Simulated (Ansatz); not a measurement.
# Sn: the cost of one run

Computed with Ansatz 0.2.0 (DFT PBE+D3(BJ), scalar-relativistic, plane waves, PAW, unless a step's input says otherwise).

3 further runs of the same task are left out: 3 set aside as unsound or not needed.

### Step 1. The system as given

The structure is tetragonal, space group I4/m (No. 87). Conventional cell: a = 11.096 Å, b = 11.096 Å, c = 8.670 Å, α = 90.00°, β = 90.00°, γ = 90.00°. Around Sn (site symmetry 1) lie 11 Sn at 3.29 to 3.51 Å. Around Sn (site symmetry 4/m) lie 12 Sn at 3.29 to 3.51 Å. Sn (site symmetry m) is surrounded by 11 Sn at 3.29 to 3.51 Å. Sn (site symmetry m) has 12 Sn at 3.29 to 3.51 Å as nearest neighbours. Around Sn (site symmetry -4) lie 12 Sn at 3.29 to 3.51 Å.

Coordinates:

```xyz
19
Lattice="0.0000 0.0000 -8.6700 7.0176 -3.5092 -4.3350 -3.5088 -7.0185 -4.3350" Properties=species:S:1:pos:R:3 pbc="T T T"
Sn    0.0000   -7.0185  -13.0049
Sn    1.7544   -8.7731  -10.8375
Sn    3.5088   -7.0185  -13.0049
Sn   -1.7544   -5.2638  -10.8375
Sn    0.0000   -7.0185   -8.6700
Sn    1.7544   -5.2638  -10.8375
Sn    3.5088   -7.0185   -8.6700
Sn    5.2632   -5.2638  -10.8375
Sn   -1.7544   -5.2638   -6.5025
Sn    0.0000   -3.5092   -8.6700
Sn    1.7544   -5.2638   -6.5025
Sn    3.5088   -3.5092   -8.6700
Sn    5.2632   -5.2638   -6.5025
Sn    0.0000   -3.5092   -4.3350
Sn    1.7544   -1.7546   -6.5025
Sn    3.5088   -3.5092   -4.3350
Sn    0.0000    0.0000   -4.3350
Sn    1.7544   -1.7546   -2.1675
Sn    0.0000    0.0000    0.0000
```

It goes back to an entry of the Materials Project, which need not be the stable form.

It is built from the cell relaxed beforehand with the same method (26.69 Å³/atom).

### Step 2. The vacancy and the jump

The supercell lacks one Sn atom, at fractional position (0.950, 0.700, 0.900), and holds 19 atoms. Atom 17 (Sn), 3.29 Å away, is to jump into the empty site. The cell is fixed.

### Step 3. Relaxing around the vacancy

The input, input.yaml:

```yaml
crystal:
  lattice:
    - [0.0, 0.0, -8.6699627816]
    - [7.0176262609, -3.509227412, -4.3349813908]
    - [-3.5088131304, -7.018454824, -4.3349813908]
  atoms:
    - { symbol: Sn, position: [0.9, 0.4, 0.8] }
    - { symbol: Sn, position: [0.45, 0.7, 0.9] }
    - { symbol: Sn, position: [0.8, 0.8, 0.6] }
    - { symbol: Sn, position: [0.85, 0.1, 0.7] }
    - { symbol: Sn, position: [0.4, 0.4, 0.8] }
    - { symbol: Sn, position: [0.75, 0.5, 0.5] }
    - { symbol: Sn, position: [0.3, 0.8, 0.6] }
    - { symbol: Sn, position: [0.65, 0.9, 0.3] }
    - { symbol: Sn, position: [0.35, 0.1, 0.7] }
    - { symbol: Sn, position: [0.7, 0.2, 0.4] }
    - { symbol: Sn, position: [0.25, 0.5, 0.5] }
    - { symbol: Sn, position: [0.6, 0.6, 0.2] }
    - { symbol: Sn, position: [0.15, 0.9, 0.3] }
    - { symbol: Sn, position: [0.2, 0.2, 0.4] }
    - { symbol: Sn, position: [0.55, 0.3, 0.1] }
    - { symbol: Sn, position: [0.1, 0.6, 0.2] }
    - { symbol: Sn, position: [0.5, 0.0, 0.0] }
    - { symbol: Sn, position: [0.05, 0.3, 0.1] }
    - { symbol: Sn, position: [0.0, 0.0, 0.0] }
basis:
  ecutwfc: 420
kpoints:
  mp_grid: { grid: [4, 4, 4] }
hamiltonian:
  xc: pbe
  dispersion: d3bj
scf:
  occupations: { method: gaussian, width: 0.1 }
output:
  forces: true
  stress: true
  eigenvalues: true
  write_density: true
  write_potential: true
  elf: true
  volumetric_format: npy
relax:
  adjacent_minimum: "off"
  f_tol: 0.02
  max_steps: 50
```

Command:

```sh
$ ansatz run input.yaml --threads 4 --pin off --max-ram 9216MiB --backend cpu --events-out ev --progress --plain --runs-dir out
```

**Question.** How long does this run take on 4 threads of Arm Neoverse V1, shared host, and how much memory does it need?

About 5 min, with a peak of 2.8 GiB.
